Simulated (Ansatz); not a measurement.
# SnO2 (element-swapped structure): how the settings move a single-point run

How sensitive is a single-point run of SnO2 (element-swapped structure) to its settings? A reference run comes first, then four runs with altered input.

Computed with Ansatz 0.2.0 (reference: DFT PBE, plane waves, PAW, scalar-relativistic, no spin polarisation, unless a step's input says otherwise).

### Step 1. The system as given

Symmetry: I-42d, No. 122, tetragonal system. The conventional cell has a = 4.376 Å, b = 4.376 Å, c = 7.292 Å, α = 90.00°, β = 90.00°, γ = 90.00°. Around Sn (site symmetry -4) lie 4 O at 1.70 Å. Around O (site symmetry 2) lie 2 Sn at 1.70 Å.

Coordinates:

```
CELL_PARAMETERS angstrom
0.00000 4.37600 0.00000
4.37600 0.00000 0.00000
2.18800 2.18800 -3.64589
ATOMIC_POSITIONS crystal
Sn 0.00000 0.00000 0.00000
Sn 0.75000 0.25000 0.50000
O 0.37500 0.33900 0.75000
O 0.66100 0.12500 0.25000
O 0.87500 0.91100 0.75000
O 0.08900 0.62500 0.25000
```

### Step 2. The reference run

Input file input.yaml:

```yaml
crystal:
  lattice:
    - [0.0, 4.376004, 0.0]
    - [4.376004, 0.0, 0.0]
    - [2.188002, 2.188002, -3.64589]
  atoms:
    - { symbol: Sn, position: [0.0, 0.0, 0.0] }
    - { symbol: Sn, position: [0.75, 0.25, 0.5] }
    - { symbol: O, position: [0.375, 0.339, 0.75] }
    - { symbol: O, position: [0.661, 0.125, 0.25] }
    - { symbol: O, position: [0.875, 0.911, 0.75] }
    - { symbol: O, position: [0.089, 0.625, 0.25] }
  symmetry: { tolerance: 0.0003 }
kpoints:
  mp_grid: { grid: [5, 5, 5], shift: [0, 0, 0] }
magnetization:
  spin_polarized: false
scf:
  occupations: { method: fermi_dirac }
hamiltonian:
  pseudopotentials: { kind: paw }
  xc: pbe
basis:
  ecutwfc: 420
output:
  forces: true
  stress: true
  eigenvalues: true
```

Run with:

```
> ansatz run input.yaml --threads 1 --pin off --max-ram 2560MiB --backend cpu --events-out ev --progress --plain --runs-dir out
```

### Step 3. Changing settings: ecutwfc 500 eV, accuracy high

input.yaml, as its differences from that of step 2:

```diff
@@ -23,3 +23,3 @@
 basis:
-  ecutwfc: 420
+  ecutwfc: "500 eV"
 output:
@@ -28 +28,2 @@
   eigenvalues: true
+accuracy: high
```

### Step 4. Changing settings: preconditioner local_kerker, mixing.algorithm broyden, mixing.beta 0.05, mixing.ndim 16, ecutrho_ratio 9

input.yaml, as its differences from that of step 2:

```diff
@@ -19,2 +19,7 @@
   occupations: { method: fermi_dirac }
+  mixing:
+    preconditioner: local_kerker
+    algorithm: broyden
+    beta: 0.05
+    ndim: 16
 hamiltonian:
@@ -24,2 +29,3 @@
   ecutwfc: 420
+  ecutrho_ratio: 9
 output:
```

### Step 5. Changed: chi_scale 0.3

input.yaml, as its differences from that of step 2:

```diff
@@ -19,2 +19,3 @@
   occupations: { method: fermi_dirac }
+  initial_density: { chi_scale: 0.3 }
 hamiltonian:
```

### Step 6. Changing settings: mp_grid.grid [2, 2, 2], mixing.algorithm msr1, mixing.beta 0.5, xc pbesol

input.yaml, as its differences from that of step 2:

```diff
@@ -14,3 +14,3 @@
 kpoints:
-  mp_grid: { grid: [5, 5, 5], shift: [0, 0, 0] }
+  mp_grid: { grid: [2, 2, 2], shift: [0, 0, 0] }
 magnetization:
@@ -19,5 +19,6 @@
   occupations: { method: fermi_dirac }
+  mixing: { algorithm: msr1, beta: 0.5 }
 hamiltonian:
   pseudopotentials: { kind: paw }
-  xc: pbe
+  xc: pbesol
 basis:
@@ -28 +29,5 @@
   eigenvalues: true
+  write_density: true
+  write_potential: true
+  elf: true
+  volumetric_format: npy
```

What does the calculation give? Wanted: for each run, ending; energy change; pressure; gap; force.

**Answer**, as computed:

```csv
run,ending,energy change,pressure (GPa),gap (eV),force (eV/Å),cycles,time
reference,converged,0,138.2,3.11,11.47,6,2.2 s
"1: ecutwfc 500 eV, accuracy high",converged,-9.4 meV/atom,137.9,3.10,11.44,8,3.4 s
"2: preconditioner local_kerker, mixing.algorithm broyden, mixing.beta 0.05, mixing.ndim 16, ecutrho_ratio 9",converged,0.0 meV/atom,138.2,3.11,11.47,11,3.6 s
3: chi_scale 0.3,converged,0.0 meV/atom,138.2,3.11,11.47,7,2.5 s
"4: mp_grid.grid [2, 2, 2], mixing.algorithm msr1, mixing.beta 0.5, xc pbesol",converged,not comparable,130.8,2.96,11.02,6,0.68 s
```

Times don't compare one to one where runs were asked for different outputs or read a saved state (see the inputs); cycles may leave out searches for a lower state.

Residual by cycle in the longest SCF loop of each run; runs are numbered as in the table. The quantity is the density residual dr2, in eV.

```csv
cycle,reference,run 1,run 2,run 3,run 4
1,0.0116,0.0109,0.0116,22.2,0.156
2,0.0016,0.00143,0.0097,0.428,0.0175
3,2.5e-4,2.6e-4,0.00254,0.0454,3.2e-4
4,3.8e-5,4.9e-5,0.00111,0.001,3.4e-5
5,1.4e-6,2.6e-6,4.5e-5,2.4e-5,6.1e-7
6,2.2e-8,4.2e-8,2.2e-5,2.7e-7,3.9e-8
7,-,6.1e-10,6.7e-6,5.5e-9,-
8,-,5.2e-12,4.1e-6,-,-
9,-,-,8.4e-8,-,-
10,-,-,1.1e-7,-,-
11,-,-,2.3e-9,-,-
```

What this shows: Of the converged runs whose energies compare with the reference's, «ecutwfc 500 eV, accuracy high» moves the energy most (-9.4 meV/atom). The structure is not at rest: the sound run finds 138 GPa, so these are no properties of the relaxed crystal. 

The reference is no final answer either: the structure is made up and not relaxed.
